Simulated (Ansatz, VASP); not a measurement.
One calculation of TiSi2, two programs

```
Ti Si
1.0
     1.76511   -6.75928    0.00000
     1.76511    6.75928    0.00000
     0.00000    0.00000    3.56517
Ti Si
2 4
Direct
  0.89688 0.10312 0.75000
  0.10312 0.89688 0.25000
  0.55825 0.44175 0.75000
  0.44175 0.55825 0.25000
  0.24969 0.75031 0.75000
  0.75031 0.24969 0.25000
```

The cell comes from a database or a generator and needn't be the stable form of this composition.

Alike in both runs: task single point; functional PBE; k mesh 6 × 6 × 6; occupations gaussian, width 0.1 eV; no spin polarisation.

|  | VASP | Ansatz |
| --- | --- | --- |
| version | VASP 6.6.1 | Ansatz 0.2.0 |
| potentials or method | VASP PAW PBE potentials, release 64 (Ti_sv, Si) | scalar-relativistic, plane waves, PAW |
| plane-wave cutoff (eV) | 520 | 420 |
| valence electrons in the cell | 40 | 40 |

VASP gave:

```
gap on the k mesh at the Fermi level (eV)       : none
pressure (GPa)                                  : 1.9
largest component of the traceless stress (GPa) : 0.20
rms of the force components (eV/Å)              : 0.071
```

Task: Estimate Ansatz's values.

Result: gap on the k mesh at the Fermi level (eV): none; pressure (GPa): 1.9; largest component of the traceless stress (GPa): 0.20; rms of the force components (eV/Å): 0.075.

Atom by atom the forces differ by 0.004 eV/Å (rms over components). A gap of «none» marks a metal or a gap that the smearing closes. The functional is the same, so the differences come from potentials, cutoffs and numerics.
